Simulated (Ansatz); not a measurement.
# How settings move the results for V

```
V
1.0
    -1.51300    1.51300    1.51300
     1.51300   -1.51300    1.51300
     1.51300    1.51300   -1.51300
V
1
Direct
  0.00000 0.00000 0.00000
```

The cell comes from COD entry 7101267, which wasn't checked; take it as a given geometry.

All numbers below come from DFT, PBE, PAW with Ansatz's default frozen-core files, scalar-relativistic (Ansatz 0.2.0).

The runs use a Γ-centred 15×15×15 k mesh, Fermi–Dirac smearing of 0.03 eV, cutoff 420 eV, spin-polarised from start moments V 1.5 μB (the moments died away, and the run ended non-magnetic). One setting is then changed at a time.

P includes the program's estimate of the Pulay (finite-basis) term, listed apart; without it the pressure would be far more sensitive to the cutoff.

```json
{"PAW cutoff (eV)": "420 (base)", "free energy less the base's (meV/atom)": "0.0", "P (GPa)": "-5.31", "Pulay term in P (GPa)": "0.08"}
{"PAW cutoff (eV)": "300", "free energy less the base's (meV/atom)": "171", "P (GPa)": "?", "Pulay term in P (GPa)": "17.17"}
{"PAW cutoff (eV)": "350", "free energy less the base's (meV/atom)": "?", "P (GPa)": "-5.30", "Pulay term in P (GPa)": "2.26"}
{"PAW cutoff (eV)": "500", "free energy less the base's (meV/atom)": "-1.7", "P (GPa)": "-5.35", "Pulay term in P (GPa)": "0.05"}
{"PAW cutoff (eV)": "600", "free energy less the base's (meV/atom)": "-2.3", "P (GPa)": "-5.37", "Pulay term in P (GPa)": "0.01"}
{"PAW cutoff (eV)": "800", "free energy less the base's (meV/atom)": "-2.6", "P (GPa)": "-5.37", "Pulay term in P (GPa)": "0.00"}
```

(1) Fill in "P (GPa)" for the row "300".

(2) What belongs in the row "350", column "free energy less the base's (meV/atom)"?

Answers

(1) -5.82.

(2) 14.8.
